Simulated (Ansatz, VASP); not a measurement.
# CdTe in VASP and in Ansatz

```
Cd Te
1.0
     0.00000    3.74570    2.43470
     3.74570    0.00000    2.43470
     3.74570    3.74570    0.00000
Cd Te
1 1
Direct
  0.00000 0.00000 0.00000
  0.75000 0.75000 0.75000
```

Alike in both runs: task single point; functional PBEsol; k mesh 8 × 8 × 8; occupations gaussian, width 0.05 eV; no spin polarisation.

|  | VASP | Ansatz |
| --- | --- | --- |
| version | VASP 6.6.1 | Ansatz 0.2.0 |
| potentials or method | VASP PAW PBE potentials, release 64 (Cd, Te) | scalar-relativistic, plane waves, PAW |
| plane-wave cutoff (eV) | 520 | 420 |
| valence electrons in the cell | 18 | 36 |

VASP gave:

| Property | Result |
| --- | --- |
| gap on the k mesh at the Fermi level (eV) | 0.17 |
| least direct gap on the mesh (eV) | 0.31 |
| pressure (GPa) | -2.7 |
| largest component of the traceless stress (GPa) | 2.87 |

**Question.** Which values does Ansatz return?

**Answer.** gap on the k mesh at the Fermi level (eV): 0.17; least direct gap on the mesh (eV): 0.32; pressure (GPa): -2.9; largest component of the traceless stress (GPa): 2.91.

The two sets of potentials don't hold the same shells in valence.

Caveats: the PAW data sets were made with another functional, which shifts forces and pressure a little (VASP); spin-orbit coupling is left out, which moves the levels of the heavy elements.
